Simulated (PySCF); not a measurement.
An unknown is described by computed data only.

Formula: C3H6O.

* Valence photoelectron: vertical ionisation energy: 10.12 eV [ΔSCF CAM-B3LYP/def2-SVPD]
* XPS: C1s 290.9, C1s 291.3, C1s 293.7, O1s 538.2 eV [ΔSCF SCAN, pcX-2 on the ionised atom, pcseg-1 elsewhere, spin-free X2C]
* NMR, other nuclei: isotropic shieldings of nuclei other than C and H, by class: -360 (1 O) ppm [GIAO PBE0/pcSseg-1]
* UV, first state: lowest singlet excitation: 4.39 eV (282 nm, f = 0.000) [TDDFT CAM-B3LYP/def2-SVPD]
* 1H NMR: chemical shifts (computed TMS as zero) by class: 9.88 (1 H), 2.29 (2 H), 1.02 (3 H) ppm [GIAO PBE0/pcSseg-1]
* 13C NMR: chemical shifts (computed TMS as zero) by class: 204.1 (1 C), 41.9 (1 C), 7.0 (1 C) ppm [GIAO PBE0/pcSseg-1]
* Rotational structure: rotational constants A, B, C: 16.795, 5.913, 4.622 GHz [PBE0-D3(BJ)/def2-SVP]

Electronic properties: PySCF, gas phase, density fitting. Levels stand in brackets. The structure is a single PBE0-D3(BJ)/def2-SVP conformer in the gas phase; no vibrational or solvent corrections. NMR classes are plain means over equivalent atoms (diastereotopic ones count apart unless rotation or inversion swaps them), as if these changed places fast.

Question: Give a SMILES that accounts for the data.

Answer: Numbering: `[CH3:1][CH2:2][CH:3]=[O:4]`. Its formula, C3H6O, gives 1 degree of unsaturation: 0 rings and 1 π bond in the structure found. 3 carbons fall into 3 classes; from least to most shielded: aldehyde carbon [C3] (204.1 ppm), sp3 carbon next to a carbonyl [C2] (41.9 ppm), methyl carbon [C1] (7.0 ppm). Hydrogen classes from least to most shielded: 1 H on an aldehyde carbon, C3 (9.88 ppm), 2 H on an sp3 carbon next to a carbonyl, C2 (2.29 ppm), 3 H on a methyl carbon, C1 (1.02 ppm). The other shieldings belong to: -360 ppm, aldehyde oxygen [O4]. The core levels belong to: C1s 290.9 eV, methyl carbon [C1]; C1s 291.3 eV, sp3 carbon next to a carbonyl [C2]; C1s 293.7 eV, aldehyde carbon [C3]; O1s 538.2 eV, aldehyde oxygen [O4]. The hole state at 293.7 eV has ⟨S²⟩ = 0.85 against 0.75, so that value is less sure. The first electron is taken from the HOMO, whose largest Löwdin shares are 0.59 on the aldehyde oxygen, 0.16 on the aldehyde carbon, 0.11 on the sp3 carbon next to a carbonyl and 0.09 on the formyl hydrogen. By its constants the optimised geometry is an asymmetric top. Structure: `CCC=O` (propanal). Computed isomers that give other values at the same levels: `C1COC1` (core binding energies: C1s 291.0, C1s 292.2 (×2), O1s 538.1 eV); `CC(C)=O` (rotational constant A: 10.206 GHz; this holds for the one conformer computed); `C[C@@H]1CO1` (13C chemical shifts (computed TMS as zero) by class: 46.5 (1 C), 45.7 (1 C), 20.1 (1 C) ppm). The assignments are read from this structure; whether some other isomer fits the data as well wasn't checked.

Conformer computed: `[CH3:1][CH2:2][CH:3]=[O:4]`: C1–C2–C3–O4 -1°.
